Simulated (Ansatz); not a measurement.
# Re (Re (110), 2 layers): how the settings move a single-point run

How sensitive is a single-point run of Re (Re (110), 2 layers) to its settings? A reference run comes first, then one run with altered input.

Computed with Ansatz 0.2.0 (reference: DFT, PBE, all-electron PAW with datasets made for the crystal, scalar-relativistic, unless a step's input says otherwise).

1 further run of the same task is left out (it didn't finish). Runs told in other sessions of the task aren't counted.

### 1 The structure to begin with

It takes space group Pmmn (No. 59, orthorhombic). Conventional cell: a = 2.768 Å, b = 3.915 Å, c = 17.384 Å, α = 90.00°, β = 90.00°, γ = 90.00°. Around Re (site symmetry mm2) lie 6 Re at 2.60 to 2.77 Å.

Structure file:

```cif
data_structure
_symmetry_space_group_name_H-M 'Pmmn:1'
_symmetry_Int_Tables_number 59
_cell_length_a 2.7683
_cell_length_b 3.9150
_cell_length_c 17.3842
_cell_angle_alpha 90.000
_cell_angle_beta 90.000
_cell_angle_gamma 90.000
_cell_volume 188.41
loop_
_atom_site_label
_atom_site_type_symbol
_atom_site_symmetry_multiplicity
_atom_site_Wyckoff_symbol
_atom_site_fract_x
_atom_site_fract_y
_atom_site_fract_z
_atom_site_occupancy
Re1 Re 2 a 0.00000 0.00000 0.47077 1
```

### 2 Reference

Input file input.yaml:

```yaml
crystal:
  lattice:
    - [2.7683205747, 0.0, 0.0]
    - [0.0, 3.9149965018, 0.0]
    - [0.0, 0.0, 17.3842]
  atoms:
    - { symbol: Re, position: [0.25, 0.25, 0.4707734812] }
    - { symbol: Re, position: [0.75, 0.75, 0.5292265188] }
kpoints:
  mp_grid: { grid: [15, 11, 1] }
scf:
  occupations: { method: fermi_dirac, width: 0.08 }
hamiltonian:
  xc: pbe
  pseudopotentials: { kind: all_electron, datasets: crystal }
output:
  forces: true
  stress: true
  eigenvalues: true
efield:
  axis: 3
  amplitude: 0
  dipole_correction: true
```

Launch:

```sh
$ ansatz run input.yaml --threads 1 --pin off --max-ram 3584MiB --backend cpu --events-out ev --progress --plain --runs-dir out
```

### 3 Changed: mixing.algorithm anderson, mixing.beta 0.2, mixing.ndim 8, xc r2scan, dispersion d3bjatm

input.yaml: that of step 2 with these lines changed.

```diff
@@ -12,5 +12,7 @@
   occupations: { method: fermi_dirac, width: 0.08 }
+  mixing: { algorithm: anderson, beta: 0.2, ndim: 8 }
 hamiltonian:
-  xc: pbe
+  xc: r2scan
   pseudopotentials: { kind: all_electron, datasets: crystal }
+  dispersion: d3bjatm
 output:
```

Q: Predict the outcome of this session. Wanted: for each run, ending; energy change; gap; force.

The runs gave:

| run | ending | energy change | gap (eV) | force (eV/Å) | cycles | time |
| --- | --- | --- | --- | --- | --- | --- |
| reference | converged | - | 0.00 | 0.00 | 10 | 63 s |
| 1: mixing.algorithm anderson, mixing.beta 0.2, mixing.ndim 8, xc r2scan, dispersion d3bjatm | converged | not comparable | 0.00 | 0.28 | 16 | 4.5 min |

Residual by cycle in the longest SCF loop of each run; runs are numbered as in the table. The quantity is the density residual dr2, in eV.

| cycle | reference | run 1 |
| --- | --- | --- |
| 1 | 5.3 | 4.25 |
| 2 | 1.65 | 2.26 |
| 4 | 0.00924 | 0.135 |
| 5 | 0.00105 | 0.0105 |
| 6 | 3.2e-4 | 0.00486 |
| 8 | 1.3e-6 | 0.00213 |
| 9 | 2.1e-7 | 4.1e-4 |
| 11 | - | 2.0e-5 |
| 12 | - | 2.7e-6 |
| 13 | - | 1.8e-6 |
| 15 | - | 1.1e-7 |
| 16 | - | 4.8e-8 |

A change of functional puts the total energy on another scale; the largest force goes from 0.00 to 0.28 eV/Å. The dispersion term changed too. Cost: 16 SCF cycles against 10, 4.5 min against 63 s.
